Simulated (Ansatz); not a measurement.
Reactions of C$_{3}$H$_{6}$F$_{2}$Si, SMILES `FC=C([SiH3])CF`.

Gas-phase electronic energies from Ansatz, PBE0-D4/def2-TZVP geometries. CCSD(T)/CBS is the MP2 limit (def2-TZVPP, def2-QZVPP) plus CCSD(T) − MP2 in def2-TZVPP, frozen cores. This one scheme is used for every species, atoms too. Double bonds are as drawn, so ΔE can hold a change between cis and trans. DFT in def2-TZVPP. Open shells (•) are unrestricted, without spin–orbit coupling. Spin–orbit coupling would lower the free atoms: a little for C, F, Si. def2 core potentials past Kr. Bonds to I, Te are less sure, by a few kJ/mol each and by 10 to 20 or more in all where they break to atoms, as the def2 sets lack core-valence functions. Each species was taken in one conformer, which may not be the lowest.

| reaction | PBE-D4 (eV) | r2SCAN-D4 (eV) |
| --- | --- | --- |
| `F/C=C(\[SiH3])CF` + H₂ → `F/C=C/[SiH3]` + fluoromethane | -0.48 | -0.49 |
| `F/C=C(\[SiH3])CF` + H₂ → `C=C([SiH3])CF` + H–F | -0.81 | -0.81 |
| `F/C=C(\[SiH3])CF` + H₂ → `C/C([SiH3])=C\F` + H–F | -1.08 | -1.06 |
| `F/C=C(\[SiH3])CF` + `FCI` → `FCC(F)I` + `F/C=C/[SiH3]` | -0.14 | -0.16 |
| `F/C=C(\[SiH3])CF` → 3 C• + 2 F• + 6 H• + Si• | 48.27 | 47.28 |
| `F/C=C(\[SiH3])CF` + `N=C(N)O` → `N=C(N)O[SiH3]` + `F/C=C\CF` | -0.69 | -0.77 |
| `F/C=C(\[SiH3])CF` + H₂ → `F/C=C\CF` + SiH₄ | -0.16 | -0.16 |
| `F/C=C(\[SiH3])CF` + `O[SiH2][TeH]` → `O[SiH]([SiH3])[TeH]` + `F/C=C\CF` | -0.15 | -0.04 |
| `F/C=C(\[SiH3])CF` + H–F → `F/C=C(\F)CF` + SiH₄ | 0.90 | 0.89 |
| `F/C=C(\[SiH3])CF` + `CN[SiH3]` → `CN([SiH3])CF` + `F/C=C/[SiH3]` | -0.14 | -0.13 |

(1) Give the CCSD(T)/CBS values in the same order. (An estimate is asked.)

Largest T1 diagnostic: 0.013, for `N=C(N)O[SiH3]`.

## Answers

(1) Computed: -0.54, -1.02, -1.20, -0.17, 47.06, -0.82, -0.19, -0.02, 1.06, -0.12 eV.
